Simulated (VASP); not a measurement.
# W (Im-3m) in VASP: a series of runs

The runs below take W through single point, with PBE.

All numbers are computed with VASP 6.6.1; they aren't measurements. Logs are shortened: lines on timing, memory, paths and dates and some standing lists are left out, and cuts for length are marked.

## (1) The structure

The structure is cubic, space group Im-3m (No. 229). Conventional cell: a = 3.165 Å, b = 3.165 Å, c = 3.165 Å, α = 90.00°, β = 90.00°, γ = 90.00°. Around W (site symmetry m-3m) lie 8 W at 2.74 Å.

## (2) Single point, PBE

Contents of INCAR:

```
SYSTEM = W
ALGO = Fast
EDIFF = 1E-7
ENCUT = 520
GGA = PE
ISIF = 2
ISMEAR = 0
LASPH = .True.
LCHARG = .False.
LREAL = .False.
LWAVE = .False.
NBANDS = 13
NELM = 100
PREC = Accurate
SIGMA = 0.1
```

Contents of KPOINTS:

```
k-points
0
Gamma
  4 4 4
  0 0 0
```

Contents of POSCAR:

```
W
1.0
   -1.5823450000      1.5823450000      1.5823450000
    1.5823450000     -1.5823450000      1.5823450000
    1.5823450000      1.5823450000     -1.5823450000
W
1
Direct
    0.0000000000      0.0000000000      0.0000000000
```

Potentials or basis: VASP PAW PBE potentials, release 64 (W_sv).

Run with:

```bash
$ cat potpaw_PBE.64/W_sv/POTCAR > POTCAR
$ mpirun -np 1 vasp_std > vasp.out
```

OUTCAR:

```text
SYSTEM = W
   EDIFF = 1E-7
   ENCUT = 520
   GGA = PE
   ISIF = 2
   ISMEAR = 0
   LASPH = .True.
   LREAL = .False.
   NELM = 100
   PREC = Accurate

 ion  position               nearest neighbor table
   1  0.000  0.000  0.000-

  LATTYP: Found a body centered cubic cell.
 ALAT       =     3.1646900000

  Lattice vectors:

 A1 = (  -1.5823450000,   1.5823450000,   1.5823450000)
 A2 = (   1.5823450000,  -1.5823450000,   1.5823450000)
 A3 = (   1.5823450000,   1.5823450000,  -1.5823450000)

Analysis of symmetry for initial positions (statically):
=====================================================================
 Subroutine PRICEL returns:
 Original cell was already a primitive cell.

 Routine SETGRP: Setting up the symmetry group for a
 body centered cubic supercell.

 Subroutine GETGRP returns: Found 48 space group operations
 (whereof 48 operations were pure point group operations)
 out of a pool of 48 trial point group operations.

The static configuration has the point symmetry O_h .

Analysis of symmetry for dynamics (positions and initial velocities):
=====================================================================
 Subroutine PRICEL returns:
 Original cell was already a primitive cell.

 Routine SETGRP: Setting up the symmetry group for a
 body centered cubic supercell.

 Subroutine GETGRP returns: Found 48 space group operations
 (whereof 48 operations were pure point group operations)
 out of a pool of 48 trial point group operations.

The dynamic configuration has the point symmetry O_h .

 Subroutine INISYM returns: Found 48 space group operations
 (whereof 48 operations are pure point group operations),
 and found     1 'primitive' translations

----------------------------------------------------------------------------------------

                                     Primitive cell

  volume of cell :      15.8476

  direct lattice vectors                    reciprocal lattice vectors
    -1.582345000  1.582345000  1.582345000     0.000000000  0.315986716  0.315986716
     1.582345000 -1.582345000  1.582345000     0.315986716  0.000000000  0.315986716
     1.582345000  1.582345000 -1.582345000     0.315986716  0.315986716  0.000000000

  length of vectors
     2.740701935  2.740701935  2.740701935     0.446872699  0.446872699  0.446872699

  position of ions in fractional coordinates (direct lattice)
     0.000000000  0.000000000  0.000000000

  ion indices of the primitive-cell ions
   primitive index   ion index
                 1           1

----------------------------------------------------------------------------------------

 KPOINTS: k-points

Automatic generation of k-mesh.
 Grid dimensions read from file:
 generate k-points for:    4    4    4

 Generating k-lattice:

  Cartesian coordinates                     Fractional coordinates (reciprocal lattice)
     0.000000000  0.078996679  0.078996679     0.250000000  0.000000000  0.000000000
     0.078996679  0.000000000  0.078996679     0.000000000  0.250000000  0.000000000
     0.078996679  0.078996679  0.000000000     0.000000000  0.000000000  0.250000000

  Length of vectors
     0.111718175  0.111718175  0.111718175

  Shift w.r.t. Gamma in fractional coordinates (k-lattice)
     0.000000000  0.000000000  0.000000000

 Subroutine IBZKPT returns following result:
 ===========================================

 Found      8 irreducible k-points:

 Following reciprocal coordinates:
            Coordinates               Weight
  0.000000  0.000000  0.000000      1.000000
  0.250000  0.000000  0.000000     12.000000
  0.500000  0.000000  0.000000      6.000000
  0.250000  0.250000  0.000000     24.000000
  0.250000  0.250000  0.250000      2.000000
 -0.250000  0.250000  0.250000      6.000000
  0.500000  0.500000  0.250000     12.000000
  0.500000  0.500000  0.500000      1.000000
   k-points           NKPTS =      8   k-points in BZ     NKDIM =      8   number of bands    NBANDS=     13
   number of dos      NEDOS =    301   number of ions     NIONS =      1
   total plane-waves  NPLWV =   8000
   dimension x,y,z NGX =    20 NGY =   20 NGZ =   20
   dimension x,y,z NGXF=    40 NGYF=   40 NGZF=   40
   ions per type =               1
   NGX,Y,Z   is equivalent  to a cutoff of  12.13, 12.13, 12.13 a.u.
   NGXF,Y,Z  is equivalent  to a cutoff of  24.26, 24.26, 24.26 a.u.
 SYSTEM =  W
   PREC   = accura    normal or accurate (medium, high low for compatibility)
   ISTART =      0    job   : 0-new  1-cont  2-samecut
   ICHARG =      2    charge: 1-file 2-atom 10-const
   ISPIN  =      1    spin polarized calculation?
   LNONCOLLINEAR =      F non collinear calculations
   LSORBIT =      F    spin-orbit coupling
   LASPH  =      T    aspherical Exc in radial PAW
   ENCUT  =  520.0 eV  38.22 Ry    6.18 a.u.   5.10  5.10  5.10*2*pi/ulx,y,z
   NELM   =    100;   NELMIN=  2; NELMDL= -5     # of ELM steps
   EDIFF  = 0.1E-06   stopping-criterion for ELM
   LREAL  =      F    real-space projection
   EDIFFG = 0.1E-05   stopping-criterion for IOM
   NSW    =      0    number of steps for IOM
   IBRION =     -1    ionic relax: 0-MD 1-quasi-New 2-CG
   NFREE  =      0    steps in history (QN), initial steepest desc. (CG)
   ISIF   =      2    stress and relaxation
   ISYM   =      2    0-nonsym 1-usesym 2-fastsym
   POTIM  = 0.5000    time-step for ionic-motion
   TEBEG  =    0.0;   TEEND  =   0.0 temperature during run
   PSTRESS=    0.0 pullay stress
   NELECT =      14.0000    total number of electrons
   NUPDOWN=      -1.0000    fix difference up-down
   EMIN   =  10.00;   EMAX   =-10.00  energy-range for DOS
   EFERMI =   0.00;   METHOD = LEGACY
   ISMEAR =     0;   SIGMA  =   0.10  broadening in eV -4-tet -1-fermi 0-gaus
   EFERMI_NEDOS =   21; number of points for ismear=-14 and -15
   IALGO  =     68    algorithm
   IMIX   =      4    mixing-type and parameters
     AMIX     =   0.40;   BMIX     =  1.00
     AMIX_MAG =   1.60;   BMIX_MAG =  1.00
  volume/ion in A,a.u.               =      15.85       106.94
  Fermi-wavevector in a.u.,A,eV,Ry     =   1.570832  2.968442 33.572544  2.467512
  Thomas-Fermi vector in A             =   2.672506
   LORBIT       =      0    0 simple, 1 ext, 2 COOP (PROOUT), +10 PAW based schemes
   GGA     = PE    functional components
   LHFCALC =     F    Hartree Fock is set to
   AEXX    =    0.0000 exact exchange contribution
   IVDW    =     0    specifies the selected vdW correction
   LEPSILON=     F    determine dielectric tensor
   LRPA    =     F    only Hartree local field effects (RPA)
 non-spin polarized calculation
 RMM-DIIS sequential band-by-band and
 Gauss-broadening in eV      SIGMA  =   0.10
  energy-cutoff  :      520.00
  volume of cell :       15.85
 maximum number of plane-waves:       436
   NGX = 11   NGY = 11   NGZ = 11

 number of electron      14.0000004 magnetization

 Free energy of the ion-electron system (eV)
  ---------------------------------------------------
  ext. energy  EPLUGINS =         0.00000000
  ---------------------------------------------------
  free energy    TOTEN  =       -12.79362640 eV

  energy without entropy =      -12.79362564  energy(sigma->0) =      -12.79362602

 E-fermi :  11.2937     XC(G=0): -13.6210

 val. band max:       10.9739314405   @ k =  -0.2500   0.2500   0.2500
 cond. band min:      11.6135565658   @ k =   0.5000   0.5000   0.2500
 fundamental gap:      0.6396251253
 Fermi energy:        11.2937431630

 k-point     1 :       0.0000    0.0000    0.0000
  band No.  band energies     occupation
      1     -62.5910      2.00000
      2     -26.1669      2.00000
      3     -26.1669      2.00000
      4     -26.1669      2.00000
      5       1.8045      2.00000
      6      10.2890      2.00000
      7      10.2890      2.00000
      8      10.2890      2.00000
      9      13.7688      0.00000
     10      13.7689      0.00000
     11      25.9486      0.00000
     12      25.9486      0.00000
     13      25.9486      0.00000

 k-point     2 :       0.2500    0.0000    0.0000
  band No.  band energies     occupation
      1     -62.5237      2.00000
      2     -26.8422      2.00000
      3     -26.3818      2.00000
      4     -26.1706      2.00000
      5       4.2285      2.00000
      6       8.9626      2.00000
      7       9.6337      2.00000
      8      13.0610      0.00000
      9      13.1473      0.00000
     10      13.9595      0.00000
     11      26.2030      0.00000
     12      28.0133      0.00000
     13      30.5232      0.00000

 k-point     3 :       0.5000    0.0000    0.0000
  band No.  band energies     occupation
      1     -62.4559      2.00000
      2     -27.4649      2.00000
      3     -26.5889      2.00000
      4     -26.1746      2.00000
      5       5.1906      2.00000
      6       7.9319      2.00000
      7      12.1230      0.00000
      8      13.6718      0.00000
      9      14.6563      0.00000
     10      17.7022      0.00000
     11      22.6045      0.00000
     12      22.9136      0.00000
     13      28.3135      0.00000

 k-point     4 :       0.2500    0.2500    0.0000
  band No.  band energies     occupation
      1     -62.4558      2.00000
      2     -27.2327      2.00000
      3     -26.7193      2.00000
      4     -26.3051      2.00000
      5       6.6236      2.00000
      6       8.2291      2.00000
      7       9.2652      2.00000
      8      13.3464      0.00000
      9      14.6295      0.00000
     10      18.5203      0.00000
     11      22.4055      0.00000
     12      26.1564      0.00000
     13      27.7211      0.00000

 k-point     5 :       0.2500    0.2500    0.2500
  band No.  band energies     occupation
      1     -62.4467      2.00000
      2     -26.8234      2.00000
      3     -26.8234      2.00000
      4     -26.8234      2.00000
      5       8.5190      2.00000
      6       8.5190      2.00000
      7       8.5190      2.00000
      8      14.8242      0.00000
      9      14.8242      0.00000
     10      18.1003      0.00000
     11      23.7463      0.00000
     12      23.7463      0.00000
     13      23.7463      0.00000

 k-point     6 :      -0.2500    0.2500    0.2500
  band No.  band energies     occupation
      1     -62.4649      2.00000
      2     -26.8662      2.00000
      3     -26.6140      2.00000
      4     -26.6140      2.00000
      5       6.2387      2.00000
      6       8.6583      2.00000
      7      10.9739      1.99999
      8      10.9739      1.99999
      9      12.8863      0.00000
     10      15.0088      0.00000
     11      25.9476      0.00000
     12      30.9873      0.00000
     13      30.9919      0.00000

 k-point     7 :       0.5000    0.5000    0.2500
  band No.  band energies     occupation
      1     -62.4057      2.00000
      2     -27.2731      2.00000
      3     -26.8371      2.00000
      4     -26.6390      2.00000
      5       6.6271      2.00000
      6       7.7844      2.00000
      7      10.8171      2.00000
      8      11.6136      0.00001
      9      17.1844      0.00000
     10      18.7446      0.00000
     11      21.6818      0.00000
     12      25.3102      0.00000
     13      29.5068      0.00000

 k-point     8 :       0.5000    0.5000    0.5000
  band No.  band energies     occupation
      1     -62.3553      2.00000
      2     -27.0748      2.00000
      3     -27.0748      2.00000
      4     -27.0748      2.00000
      5       5.6286      2.00000
      6       5.6286      2.00000
      7      16.7102      0.00000
      8      16.7102      0.00000
      9      16.7102      0.00000
     10      19.7083      0.00000
     11      19.7083      0.00000
     12      19.7083      0.00000
     13      27.6635      0.00000

------------------------ aborting loop because EDIFF is reached ----------------------------------------

  FORCE on cell =-STRESS in cart. coord.  units (eV):
  Direction    XX          YY          ZZ          XY          YZ          ZX
  --------------------------------------------------------------------------------------
  -------------------------------------------------------------------------------------
  Total        0.5101505      0.5101505      0.5101505      0.0000000     -0.0000000      0.0000000
  in kB       51.5757237     51.5757237     51.5757237      0.0000000     -0.0000000      0.0000000
  external PRESSURE =      51.5757237 kB  Pullay stress =       0.0000000 kB

 VOLUME and BASIS-vectors are now :
 -----------------------------------------------------------------------------
  energy-cutoff  :      520.00
  volume of cell :       15.85
      direct lattice vectors                 reciprocal lattice vectors
    -1.582345000  1.582345000  1.582345000     0.000000000  0.315986716  0.315986716
     1.582345000 -1.582345000  1.582345000     0.315986716  0.000000000  0.315986716
     1.582345000  1.582345000 -1.582345000     0.315986716  0.315986716  0.000000000

 POSITION                                       TOTAL-FORCE (eV/Angst)
 -----------------------------------------------------------------------------------
      0.00000      0.00000      0.00000         0.000000      0.000000      0.000000
 -----------------------------------------------------------------------------------
    total drift:                                0.000000     -0.000000     -0.000000

  FREE ENERGIE OF THE ION-ELECTRON SYSTEM (eV)
  ---------------------------------------------------
  free  energy   TOTEN  =       -12.7936264020 eV

  energy  without entropy=      -12.7936256373  energy(sigma->0) =      -12.79362602
```

Wall time 4.5 s (1 thread of AMD EPYC 7R43 (Zen 3), shared host); peak memory 0.09 GiB.

What came out:

- Free energy: -12.7936 eV
- Pressure: 5.2 GPa
- Band gap on the k mesh: none (metal or under the smearing width)

Caveat: the k mesh is coarse (spacing up to 0.70 Å⁻¹), so the values aren't converged. Spin-orbit coupling is left out, which matters for the levels of W.

## (3) Single point, PBE

INCAR is that of step 2.

Contents of KPOINTS:

```
k-points
0
Gamma
  6 6 6
  0 0 0
```

POSCAR is that of step 2.

Potentials or basis: VASP PAW PBE potentials, release 64 (W_sv).

Run with:

```bash
$ cat potpaw_PBE.64/W_sv/POTCAR > POTCAR
$ mpirun -np 1 vasp_std > vasp.out
```

Wall time 5.6 s (1 thread of AMD EPYC 7R43 (Zen 3), shared host); peak memory 0.09 GiB.

It converged, with:

* Free energy: -12.9976 eV
* Pressure: 4.3 GPa
* Band gap on the k mesh: none (metal or under the smearing width)

Levels at points of the mesh, in eV from the Fermi level:
```
           k point  band 5  band 6  band 7  band 8  band 9  band 10
(0.00, 0.00, 0.00)   -9.84   -1.41   -1.41   -1.41    2.08     2.08
(0.50, 0.00, 0.00)   -6.47   -3.75    0.47    1.98    2.96     5.99
(0.50, 0.50, 0.50)   -6.03   -6.03    5.00    5.00    5.00     8.05
```

Caveat: the k mesh is coarse (spacing up to 0.47 Å⁻¹), so the values aren't converged.

## (4) Single point, PBE

INCAR is that of step 3.

Contents of KPOINTS:

```
k-points
0
Gamma
  8 8 8
  0 0 0
```

POSCAR is that of step 3.

Run with:

```bash
$ cat potpaw_PBE.64/W_sv/POTCAR > POTCAR
$ mpirun -np 1 vasp_std > vasp.out
```

Run time: 8.3 s. Hardware: 1 thread of AMD EPYC 7R43 (Zen 3), shared host; peak memory 0.09 GiB.

It converged, with:

```
Free energy            : -12.9492 eV
Pressure               : 6.6 GPa
Band gap on the k mesh : none (metal or under the smearing width)
```

Levels at points of the mesh, in eV from the Fermi level:
```tsv
k point	band 4	band 5	band 6	band 7	band 8	band 9	band 10	band 11
(0.00, 0.00, 0.00)	-37.52	-9.42	-1.01	-1.01	-1.01	2.48	2.48	14.74
(0.50, 0.00, 0.00)	-37.53	-6.06	-3.35	0.90	2.38	3.36	6.38	11.31
(0.50, 0.50, 0.50)	-38.43	-5.62	-5.62	5.39	5.39	5.39	8.47	8.47
```

(Continued in part 2 of 2.)
